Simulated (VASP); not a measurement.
Crystal: SnO2.

```xyz
12
Lattice="-3.2489 3.4145 3.4140 3.2489 -3.4145 3.4140 3.2489 3.4145 -3.4140" Properties=species:S:1:pos:R:3 pbc="T T T"
Sn   -1.6244    1.7072    1.7070
Sn    1.6244    1.7072    1.7070
Sn    3.2489   -1.7072    1.7316
Sn    0.0000    5.1217    1.6824
O     1.6068    1.7072    3.7998
O    -1.6068    1.7072    3.7998
O     0.0000    0.3858    1.6793
O     0.0000    3.0287    1.6793
O     3.2489    0.3858    1.7347
O     4.8557    1.7072   -0.3858
O     3.2489    3.0287    1.7347
O     1.6421    1.7072   -0.3858
```

The cell is a database's computed one.

| Property | Result |
| --- | --- |
| Program | VASP 6.6.1 |
| Task | relaxation of cell and atoms |
| Functional | LDA |
| Potentials or basis | VASP PAW LDA potentials, release 64 (Sn_d, O) |
| Cutoff | 600 eV |
| k mesh | 5 × 5 × 5 |
| Occupations | fermi-dirac, width 0.05 eV |
| Spin | no spin polarisation |

At the start: pressure -10.8 GPa; volume 12.62 Å³/atom.

Where does the relaxation end?

Over 17 steps the energy falls by 25.9 meV/atom and the volume is 11.90 Å³/atom (-5.7 %); space group P4_2/mnm (No. 136, to 0.05 Å).

The path:
| step | energy change (eV) | largest force (eV/Å) | pressure (GPa) | volume (Å³) |
| --- | --- | --- | --- | --- |
| 1 | 0.0000 | 0.1270 | -10.82 | 151.49 |
| 2 | 0.2295 | 0.5987 | 18.03 | 133.56 |
| 3 | -0.2984 | 0.1442 | -0.34 | 143.38 |
| 4 | -0.2985 | 0.1501 | -0.12 | 143.22 |
| 5 | -0.3075 | 0.0350 | 0.04 | 142.79 |
| 6 | -0.3076 | 0.0396 | 0.07 | 142.75 |
| 7 | -0.3082 | 0.0318 | -0.06 | 142.82 |
| 8 | -0.3084 | 0.0298 | -0.20 | 142.90 |
| 9 | -0.3088 | 0.0328 | 0.02 | 142.76 |
| 10 | -0.3089 | 0.0403 | 0.25 | 142.61 |
| 11 | -0.3091 | 0.0386 | 0.25 | 142.62 |
| 12 | -0.3098 | 0.0336 | 0.24 | 142.62 |
| 13 | -0.3104 | 0.0231 | 0.22 | 142.64 |
| 14 | -0.3105 | 0.0205 | 0.21 | 142.65 |
| 15 | -0.3107 | 0.0128 | -0.16 | 142.90 |
| 16 | -0.3107 | 0.0153 | -0.06 | 142.82 |
| 17 | -0.3108 | 0.0087 | -0.03 | 142.81 |

Final structure:
```cif
data_structure
_symmetry_space_group_name_H-M 'P 1'
_symmetry_Int_Tables_number 1
_cell_length_a 5.7058
_cell_length_b 5.7058
_cell_length_c 5.7058
_cell_angle_alpha 111.855
_cell_angle_beta 108.291
_cell_angle_gamma 108.294
_cell_volume 142.81
loop_
_atom_site_label
_atom_site_type_symbol
_atom_site_fract_x
_atom_site_fract_y
_atom_site_fract_z
_atom_site_occupancy
Sn1 Sn 0.50000 0.00000 0.00000 1
Sn2 Sn 0.50000 0.50000 0.50000 1
Sn3 Sn 0.99988 0.74988 0.25000 1
Sn4 Sn 0.00012 0.25012 0.75000 1
O1 O 0.80604 0.80608 0.50004 1
O2 O 0.80604 0.30600 0.99996 1
O3 O 0.30586 0.24981 0.05605 1
O4 O 0.69377 0.24981 0.44395 1
O5 O 0.30623 0.75019 0.55605 1
O6 O 0.19396 0.69400 0.00004 1
O7 O 0.69414 0.75019 0.94395 1
O8 O 0.19396 0.19392 0.49996 1
```
